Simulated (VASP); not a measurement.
# InSe (P6_3/mmc) in VASP: further runs

Aim: see how the results for InSe move with the level of theory and the settings. Levels: LDA, PBE. Tasks: relaxation of cell and atoms.

All numbers are computed with VASP 6.6.1; they aren't measurements. Logs are shortened: lines on timing, memory, paths and dates and some standing lists are left out, and cuts for length are marked.

**1. The crystal as given**

It takes space group P6_3/mmc (No. 194, hexagonal). Conventional cell: a = 3.968 Å, b = 3.968 Å, c = 16.484 Å, α = 90.00°, β = 90.00°, γ = 120.00°. Around In (site symmetry 3m) lie 3 Se at 2.62 Å and 1 In at 2.74 Å. Se (site symmetry 3m) is surrounded by 3 In at 2.62 Å.

**2. Relaxation of cell and atoms, LDA**

File INCAR:

```
SYSTEM = InSe
PREC = Accurate ; ENCUT = 600
EDIFF = 1E-7 ; ISMEAR = 0
SIGMA = 0.03 ; LREAL = .FALSE.
LASPH = .TRUE. ; NELM = 80
ALGO = Normal ; ISIF = 3
LWAVE = .FALSE. ; LCHARG = .FALSE.
GGA = CA ; IBRION = 2
NSW = 90 ; EDIFFG = -0.005
KPAR = 2
```

File KPOINTS:

```
Automatic mesh
0
G
  9 9 2
  0 0 0
```

File POSCAR:

```
InSe                                    
1.0
    3.9677855476      0.0000000000      0.0000000000
   -1.9838927738      3.4362030810     -0.0000000000
    0.0000000000      0.0000000000     16.4840187639
  In              Se            
     4     4
Direct
     0.3333333332999970    0.6666666667000030    0.1667681075436339
     0.6666666667000030    0.3333333332999970    0.6667681075436342
     0.3333333332999970    0.6666666667000030    0.3332318924563660
     0.6666666667000030    0.3333333332999970    0.8332318924563658
     0.3333333332999970    0.6666666667000030    0.5894191996921579
     0.6666666667000030    0.3333333332999970    0.0894191996921580
     0.3333333332999970    0.6666666667000030    0.9105808003078421
     0.6666666667000030    0.3333333332999970    0.4105808003078419
```

Potentials or basis: VASP PAW LDA potentials, release 64 (In_d, Se).

Run with:

```sh
cat potpaw_LDA.64/In_d/POTCAR potpaw_LDA.64/Se/POTCAR > POTCAR
mpirun -np 2 vasp_std > vasp.out
```

OUTCAR:

```text
SYSTEM = InSe
   PREC = Accurate
   ENCUT = 600
   EDIFF = 1E-7
   ISMEAR = 0
   LREAL = .FALSE.
   LASPH = .TRUE.
   NELM = 80
   ISIF = 3
   GGA = CA
   IBRION = 2
   NSW = 90
   EDIFFG = -0.005

 ion  position               nearest neighbor table
   1  0.333  0.667  0.167-   6 2.62   6 2.62   6 2.62   3 2.74
   2  0.667  0.333  0.667-   5 2.62   5 2.62   5 2.62   4 2.74
   3  0.333  0.667  0.333-   8 2.62   8 2.62   8 2.62   1 2.74
   4  0.667  0.333  0.833-   7 2.62   7 2.62   7 2.62   2 2.74
   5  0.333  0.667  0.589-   2 2.62   2 2.62   2 2.62
   6  0.667  0.333  0.089-   1 2.62   1 2.62   1 2.62
   7  0.333  0.667  0.911-   4 2.62   4 2.62   4 2.62
   8  0.667  0.333  0.411-   3 2.62   3 2.62   3 2.62

  LATTYP: Found a hexagonal cell.
 ALAT       =     3.9677855476
 C/A-ratio  =     4.1544631297

  Lattice vectors:

 A1 = (   3.9677855476,   0.0000000000,   0.0000000000)
 A2 = (  -1.9838927738,   3.4362030810,   0.0000000000)
 A3 = (   0.0000000000,   0.0000000000,  16.4840187639)

Analysis of symmetry for initial positions (statically):
=====================================================================
 Subroutine PRICEL returns:
 Original cell was already a primitive cell.

 Routine SETGRP: Setting up the symmetry group for a
 hexagonal supercell.

 Subroutine GETGRP returns: Found 24 space group operations
 (whereof 12 operations were pure point group operations)
 out of a pool of 24 trial point group operations.

The static configuration has the point symmetry D_3d.
 The point group associated with its full space group is D_6h.

Analysis of symmetry for dynamics (positions and initial velocities):
=====================================================================
 Subroutine PRICEL returns:
 Original cell was already a primitive cell.

 Routine SETGRP: Setting up the symmetry group for a
 hexagonal supercell.

 Subroutine GETGRP returns: Found 24 space group operations
 (whereof 12 operations were pure point group operations)
 out of a pool of 24 trial point group operations.

The dynamic configuration has the point symmetry D_3d.
 The point group associated with its full space group is D_6h.

 Subroutine INISYM returns: Found 24 space group operations
 (whereof 12 operations are pure point group operations),
 and found     1 'primitive' translations

----------------------------------------------------------------------------------------

                                     Primitive cell

  volume of cell :     224.7450

  direct lattice vectors                    reciprocal lattice vectors
     3.967785548  0.000000000  0.000000000     0.252029750  0.145509444  0.000000000
    -1.983892774  3.436203081  0.000000000     0.000000000  0.291018888  0.000000000
     0.000000000  0.000000000 16.484018764     0.000000000  0.000000000  0.060664818

  length of vectors
     3.967785548  3.967785548 16.484018764     0.291018888  0.291018888  0.060664818

  position of ions in fractional coordinates (direct lattice)
     0.333333333  0.666666667  0.166768108
     0.666666667  0.333333333  0.666768108
     0.333333333  0.666666667  0.333231892
     0.666666667  0.333333333  0.833231892
     0.333333333  0.666666667  0.589419200
     0.666666667  0.333333333  0.089419200
     0.333333333  0.666666667  0.910580800
     0.666666667  0.333333333  0.410580800

  ion indices of the primitive-cell ions
   primitive index   ion index
[... 92 lines left out ...]
   EMIN   =  10.00;   EMAX   =-10.00  energy-range for DOS
   EFERMI =   0.00;   METHOD = LEGACY
   ISMEAR =     0;   SIGMA  =   0.03  broadening in eV -4-tet -1-fermi 0-gaus
   EFERMI_NEDOS =   21; number of points for ismear=-14 and -15
   IALGO  =     38    algorithm
   IMIX   =      4    mixing-type and parameters
     AMIX     =   0.40;   BMIX     =  1.00
     AMIX_MAG =   1.60;   BMIX_MAG =  1.00
  volume/ion in A,a.u.               =      28.09       189.58
  Fermi-wavevector in a.u.,A,eV,Ry     =   1.140554  2.155335 17.699333  1.300864
  Thomas-Fermi vector in A             =   2.277256
   LORBIT       =      0    0 simple, 1 ext, 2 COOP (PROOUT), +10 PAW based schemes
   GGA     = CA    functional components
   LHFCALC =     F    Hartree Fock is set to
   AEXX    =    0.0000 exact exchange contribution
   IVDW    =     0    specifies the selected vdW correction
   LEPSILON=     F    determine dielectric tensor
   LRPA    =     F    only Hartree local field effects (RPA)
 conjugate gradient relaxation of ions
 non-spin polarized calculation
 Gauss-broadening in eV      SIGMA  =   0.03
  energy-cutoff  :      600.00
  volume of cell :      224.75
 maximum number of plane-waves:      7534
 NGX is ok and might be reduce to    32
   NGX = 15   NGY = 15   NGZ = 65

--------------------------------------- Ionic step        1  -------------------------------------------

 number of electron      75.9999989 magnetization

 Free energy of the ion-electron system (eV)
  ---------------------------------------------------
  ext. energy  EPLUGINS =         0.00000000
  ---------------------------------------------------
  free energy    TOTEN  =       -33.32852818 eV

  energy without entropy =      -33.32852818  energy(sigma->0) =      -33.32852818

------------------------ aborting loop because EDIFF is reached ----------------------------------------

  FORCE on cell =-STRESS in cart. coord.  units (eV):
  Direction    XX          YY          ZZ          XY          YZ          ZX
  --------------------------------------------------------------------------------------
  -------------------------------------------------------------------------------------
  Total        0.0227551      0.0227551     -0.0037723      0.0000000      0.0000000      0.0000000
  in kB        0.1622182      0.1622182     -0.0268926      0.0000000      0.0000000      0.0000000
  external PRESSURE =       0.0991813 kB  Pullay stress =       0.0000000 kB

 VOLUME and BASIS-vectors are now :
 -----------------------------------------------------------------------------
  energy-cutoff  :      600.00
  volume of cell :      224.75
      direct lattice vectors                 reciprocal lattice vectors
     3.967785548  0.000000000  0.000000000     0.252029750  0.145509444  0.000000000
    -1.983892774  3.436203081  0.000000000     0.000000000  0.291018888  0.000000000
     0.000000000  0.000000000 16.484018764     0.000000000  0.000000000  0.060664818

 POSITION                                       TOTAL-FORCE (eV/Angst)
 -----------------------------------------------------------------------------------
     -0.00000      2.29080      2.74901         0.000000     -0.000000     -0.006285
      1.98389      1.14540     10.99102         0.000000      0.000000     -0.006285
     -0.00000      2.29080      5.49300        -0.000000      0.000000      0.006285
      1.98389      1.14540     13.73501        -0.000000      0.000000      0.006285
     -0.00000      2.29080      9.71600        -0.000000      0.000000      0.000806
      1.98389      1.14540      1.47399         0.000000     -0.000000      0.000806
     -0.00000      2.29080     15.01003        -0.000000      0.000000     -0.000806
      1.98389      1.14540      6.76802         0.000000     -0.000000     -0.000806
 -----------------------------------------------------------------------------------
    total drift:                               -0.000000      0.000000     -0.000000

  FREE ENERGIE OF THE ION-ELECTRON SYSTEM (eV)
  ---------------------------------------------------
  free  energy   TOTEN  =       -33.3285281792 eV

  energy  without entropy=      -33.3285281792  energy(sigma->0) =      -33.32852818

--------------------------------------- Ionic step        2  -------------------------------------------

 number of electron      75.9999989 magnetization

 Free energy of the ion-electron system (eV)
  ---------------------------------------------------
  ext. energy  EPLUGINS =         0.00000000
  ---------------------------------------------------
  free energy    TOTEN  =       -33.32854039 eV

  energy without entropy =      -33.32854039  energy(sigma->0) =      -33.32854039

 E-fermi :   4.5181     XC(G=0):  -9.4410

 val. band max:        4.3500535019   @ k =   0.0000   0.0000   0.0000
 cond. band min:       4.6488639786   @ k =   0.0000   0.0000   0.0000
 fundamental gap:      0.2988104767
 Fermi energy:         4.5181388377

 k-point     1 :       0.0000    0.0000    0.0000
  band No.  band energies     occupation
      1     -10.5207      2.00000
      2     -10.5199      2.00000
      3     -10.3027      2.00000
      4     -10.3027      2.00000
      5     -10.3021      2.00000
      6     -10.3021      2.00000
[... 1141 lines left out ...]
     44       7.7727      0.00000
     45       8.5344      0.00000

------------------------ aborting loop because EDIFF is reached ----------------------------------------

  FORCE on cell =-STRESS in cart. coord.  units (eV):
  Direction    XX          YY          ZZ          XY          YZ          ZX
  --------------------------------------------------------------------------------------
  -------------------------------------------------------------------------------------
  Total        0.0115149      0.0115149     -0.0153201      0.0000000      0.0000000      0.0000000
  in kB        0.0820677      0.0820677     -0.1091873      0.0000000      0.0000000      0.0000000
  external PRESSURE =       0.0183160 kB  Pullay stress =       0.0000000 kB

 VOLUME and BASIS-vectors are now :
 -----------------------------------------------------------------------------
  energy-cutoff  :      600.00
  volume of cell :      224.80
      direct lattice vectors                 reciprocal lattice vectors
     3.968330011 -0.000000000  0.000000000     0.251995171  0.145489480  0.000000000
    -1.984165005  3.436674600  0.000000000     0.000000000  0.290978960  0.000000000
     0.000000000  0.000000000 16.483643777     0.000000000  0.000000000  0.060666198

 POSITION                                       TOTAL-FORCE (eV/Angst)
 -----------------------------------------------------------------------------------
     -0.00000      2.29112      2.74864         0.000000      0.000000     -0.003033
      1.98417      1.14556     10.99046        -0.000000      0.000000     -0.003033
     -0.00000      2.29112      5.49318         0.000000      0.000000      0.003033
      1.98417      1.14556     13.73500        -0.000000     -0.000000      0.003033
     -0.00000      2.29112      9.71581         0.000000     -0.000000      0.000442
      1.98417      1.14556      1.47399        -0.000000     -0.000000      0.000442
     -0.00000      2.29112     15.00965         0.000000      0.000000     -0.000442
      1.98417      1.14556      6.76783        -0.000000      0.000000     -0.000442
 -----------------------------------------------------------------------------------
    total drift:                               -0.000000      0.000000     -0.000000

  FREE ENERGIE OF THE ION-ELECTRON SYSTEM (eV)
  ---------------------------------------------------
  free  energy   TOTEN  =       -33.3285403922 eV

  energy  without entropy=      -33.3285403922  energy(sigma->0) =      -33.32854039

 reached required accuracy - stopping structural energy minimisation
```

It took 3.3 min on 2 MPI ranks of Intel Xeon Platinum 8488C (Sapphire Rapids), shared host; peak memory 0.43 GiB.

What came out:

```yaml
Free_energy: -33.3285 eV
Relaxed_volume: 28.10 Å³/atom
Relaxed_cell: a = 3.968 Å, b = 3.968 Å, c = 16.484 Å, α = 90.00°, β = 90.00°, γ = 120.00°
Space_group_after_relaxing_to_0.05_Å: P6_3/mmc (No. 194)
Energy_gained_by_relaxing: 0.0 meV/atom
Ionic_steps: 2
Pressure_after_relaxing: 0.0 GPa
Largest_force_after_relaxing: 0.003 eV/Å
Band_gap_on_the_k_mesh: 0.30 eV, direct
```

Forces in eV/Å, atoms in the order of the input:
```
In   0.000  0.000 -0.003
In   0.000  0.000 -0.003
In   0.000  0.000  0.003
In   0.000  0.000  0.003
Se   0.000  0.000  0.000
Se   0.000  0.000  0.000
Se   0.000  0.000  0.000
Se   0.000  0.000  0.000
```

Final structure:
```
In Se
1.0
     3.96833    0.00000    0.00000
    -1.98417    3.43667    0.00000
     0.00000    0.00000   16.48364
In Se
4 4
Direct
  0.33333 0.66667 0.16675
  0.66667 0.33333 0.66675
  0.33333 0.66667 0.33325
  0.66667 0.33333 0.83325
  0.33333 0.66667 0.58942
  0.66667 0.33333 0.08942
  0.33333 0.66667 0.91058
  0.66667 0.33333 0.41058
```

Levels at points of the mesh, in eV from the valence-band top:
```
           k point  band 35  band 36  band 37  band 38  band 39  band 40  band 41  band 42
(0.00, 0.00, 0.00)    -1.19    -1.11    -1.11     0.00     0.30     1.76     2.04     2.06
(0.00, 0.00, 0.50)    -1.14    -1.14    -1.02    -1.02     1.23     1.23     2.06     2.06
```

Caveat: spin-orbit coupling is left out, which moves the levels of the heavy elements. Expect the measured gap to be larger: semilocal functionals such as LDA lack the derivative discontinuity.

**3. Relaxation of cell and atoms, PBE**

This run uses another cell than the first one, of 30.06 Å³/atom, 1.070 times its volume.

File INCAR:

```
PREC = Accurate
ENCUT = 600
EDIFF = 1E-6
ISMEAR = 0
SIGMA = 0.03
LREAL = F
LASPH = T
NELM = 80
ALGO = Normal
ISIF = 3
LWAVE = F
LCHARG = F
GGA = PE
IBRION = 2
NSW = 90
EDIFFG = -0.01
KPAR = 2
```

File KPOINTS:

```
regular mesh
0
Gamma
  9 9 2
```

File POSCAR:

```
InSe
1.0
    4.0500000000      0.0000000000      0.0000000000
   -2.0250000000      3.5074028853      0.0000000000
    0.0000000000      0.0000000000     16.9300000000
In Se
4 4
Direct
    0.3333333333      0.6666666667      0.1570000000
    0.6666666667      0.3333333333      0.6570000000
    0.3333333333      0.6666666667      0.3430000000
    0.6666666667      0.3333333333      0.8430000000
    0.3333333333      0.6666666667      0.6020000000
    0.6666666667      0.3333333333      0.1020000000
    0.3333333333      0.6666666667      0.8980000000
    0.6666666667      0.3333333333      0.3980000000
```

Potentials or basis: VASP PAW PBE potentials, release 64 (In_d, Se).

Run with:

```sh
cat potpaw_PBE.64/In_d/POTCAR potpaw_PBE.64/Se/POTCAR > POTCAR
mpirun -np 2 vasp_std > vasp.out
```

It took 35 min on 2 MPI ranks of Intel Xeon Platinum 8375C at 2.90GHz (Ice Lake), shared host; peak memory 0.56 GiB.

It converged, with:

```
Free energy                            : -28.4461 eV
Relaxed volume                         : 33.03 Å³/atom
Relaxed cell                           : a = 4.086 Å, b = 4.086 Å, c = 18.271 Å, α = 90.00°, β = 90.00°, γ = 120.00°
Space group after relaxing (to 0.05 Å) : P6_3/mmc (No. 194)
Energy gained by relaxing              : 242.7 meV/atom
Ionic steps                            : 27
Pressure after relaxing                : 0.0 GPa
Largest force after relaxing           : 0.010 eV/Å
Band gap on the k mesh                 : 0.66 eV, direct
```

Forces in eV/Å, atoms in the order of the input:
```
In   0.000  0.000 -0.005
In   0.000  0.000 -0.005
In   0.000  0.000  0.005
In   0.000  0.000  0.005
Se   0.000  0.000  0.010
Se   0.000  0.000  0.010
Se   0.000  0.000 -0.010
Se   0.000  0.000 -0.010
```

Step by step:
| step | energy change (eV) | largest force (eV/Å) | pressure (GPa) | volume (Å³) |
| --- | --- | --- | --- | --- |
| 1 | 0.0000 | 2.8966 | 7.67 | 240.49 |
| 2 | -1.1744 | 0.4652 | -4.10 | 293.58 |
| 3 | -1.5705 | 0.7933 | -1.48 | 273.13 |
| 4 | -1.7555 | 0.4148 | -0.92 | 264.40 |
| 5 | -1.8232 | 0.1436 | -0.12 | 255.74 |
| 6 | -1.8908 | 0.1042 | 0.37 | 251.55 |
| 7 | -1.9034 | 0.1456 | 0.86 | 248.04 |
| 8 | -1.9042 | 0.1270 | 0.78 | 248.64 |
| 9 | -1.9118 | 0.1804 | -0.40 | 254.01 |
| 10 | -1.9168 | 0.0706 | 0.04 | 251.92 |
| 11 | -1.9181 | 0.0681 | 0.03 | 252.33 |
| 12 | -1.9217 | 0.0585 | -0.01 | 253.54 |
| 13 | -1.9264 | 0.0411 | -0.08 | 255.98 |
| 14 | -1.9276 | 0.0497 | -0.23 | 260.91 |
| 15 | -1.9284 | 0.0336 | -0.18 | 259.08 |
| 16 | -1.9292 | 0.0227 | -0.15 | 259.17 |
| 17 | -1.9313 | 0.0122 | -0.07 | 259.44 |
| 18 | -1.9336 | 0.0785 | 0.09 | 259.98 |
| 19 | -1.9337 | 0.1027 | 0.16 | 260.17 |
| 20 | -1.9357 | 0.0957 | 0.11 | 260.94 |
| 21 | -1.9393 | 0.0736 | -0.04 | 263.23 |
| 22 | -1.9370 | 0.0864 | -0.29 | 267.78 |
| 23 | -1.9401 | 0.0571 | -0.11 | 264.52 |
| 24 | -1.9410 | 0.0188 | -0.04 | 264.35 |
| 25 | -1.9412 | 0.0175 | 0.02 | 264.19 |
| 26 | -1.9412 | 0.0169 | 0.00 | 264.22 |
| 27 | -1.9413 | 0.0095 | 0.03 | 264.22 |

Final structure:
```xyz
8
Lattice="4.0864 0.0000 0.0000 -2.0432 3.5389 0.0000 0.0000 0.0000 18.2712" Properties=species:S:1:pos:R:3 pbc="T T T"
In    0.0000    2.3593    3.1551
In    2.0432    1.1796   12.2907
In    0.0000    2.3593    5.9805
In    2.0432    1.1796   15.1161
Se    0.0000    2.3593   11.0144
Se    2.0432    1.1796    1.8788
Se    0.0000    2.3593   16.3924
Se    2.0432    1.1796    7.2568
```

Levels at points of the mesh, in eV from the valence-band top:
```tsv
k point	band 34	band 35	band 36	band 37	band 38	band 39	band 40	band 41	band 42	band 43
(0.00, 0.00, 0.00)	-0.95	-0.90	-0.90	-0.89	0.00	0.66	1.45	2.21	2.25	4.45
(0.00, 0.00, 0.50)	-0.91	-0.91	-0.91	-0.52	-0.52	1.14	1.14	2.24	2.24	4.47
```

Caveat: spin-orbit coupling is left out, which moves the levels of the heavy elements; an odd mesh through Γ misses points on the zone boundary, where band edges often lie; this functional lacks dispersion, which binds the layers, so the pressure and a relaxed spacing across them are unreliable. Zero-point motion and thermal expansion aren't in these numbers.
